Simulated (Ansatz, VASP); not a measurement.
# One calculation of Al2Pt, two programs

Contents of INCAR:

```
SYSTEM = Al2Pt
PREC = Accurate ; ENCUT = 600
EDIFF = 1E-7 ; ISMEAR = -1
SIGMA = 0.1 ; LREAL = .FALSE.
LASPH = .TRUE. ; NELM = 60
ALGO = Normal ; ISIF = 3
LWAVE = .FALSE. ; LCHARG = .FALSE.
GGA = PE ; IBRION = 2
NSW = 80 ; EDIFFG = -0.03
```

KPOINTS

```
regular mesh
0
G
  10 10 10
  0 0 0
```

Contents of POSCAR:

```
Al2Pt
1.0
    0.0000000000      2.9873000000      2.9873000000
    2.9873000000      0.0000000000      2.9873000000
    2.9873000000      2.9873000000      0.0000000000
Pt Al
1 2
Direct
    0.0000000000      0.0000000000      0.0000000000
    0.2500000000      0.2500000000      0.2500000000
    0.7500000000      0.7500000000      0.7500000000
```

Input for Ansatz:

```yaml
crystal:
  lattice:
    - [0.0, 2.9873, 2.9873]
    - [2.9873, 0.0, 2.9873]
    - [2.9873, 2.9873, 0.0]
  atoms:
    - { symbol: Pt, position: [0.0, 0.0, 0.0] }
    - { symbol: Al, position: [0.25, 0.25, 0.25] }
    - { symbol: Al, position: [0.75, 0.75, 0.75] }
  symmetry: { tolerance: 0.0003 }
kpoints:
  mp_grid: { grid: [10, 10, 10], shift: [0, 0, 0] }
magnetization:
  spin_polarized: false
scf:
  occupations: { method: fermi_dirac }
  lower_state_search: "off"
hamiltonian:
  pseudopotentials: { kind: paw }
  xc: pbe
basis:
  ecutwfc: 420
  fft_grid_basis: typed
relax:
  max_steps: 60
  cell: { p_target: 0.0 }
  f_tol: 0.03
output:
  forces: true
  stress: true
  eigenvalues: true
  bader: true
  populations: true
  elf: true
  write_potential: true
  volumetric_format: npy
  dos:
    e_range: [-12, 8]
    de: 0.05
    projected: { site_lists: { Al: [Al], Pt: [Pt] } }
checkpoint:
  read: saved_state
```

Alike in both runs: task relaxation of cell and atoms; functional PBE; k mesh 10 × 10 × 10; no spin polarisation.

|  | VASP | Ansatz |
| --- | --- | --- |
| version | VASP 6.6.1 | Ansatz 0.2.0 |
| potentials or method | VASP PAW PBE potentials, release 64 (Pt, Al) | PAW plane waves |
| plane-wave cutoff (eV) | 600 | 420 |
| occupations | fermi-dirac, width 0.1 eV | fermi-dirac |
| valence electrons in the cell | 16 | 24 |

|  | VASP | Ansatz | Ansatz less VASP |
| --- | --- | --- | --- |
| relaxed volume (Å³/atom) | 17.51 | 17.53 | +0.021 |
| relaxed cell length with the largest relative difference (Å) | 4.203 | 4.205 | +0.0016 |
| energy change over the relaxation (meV/atom) | -2 | -1 | +0.2 |

The two sets of potentials don't hold the same shells in valence.

Spin-orbit coupling is left out, which matters for the levels of Pt.
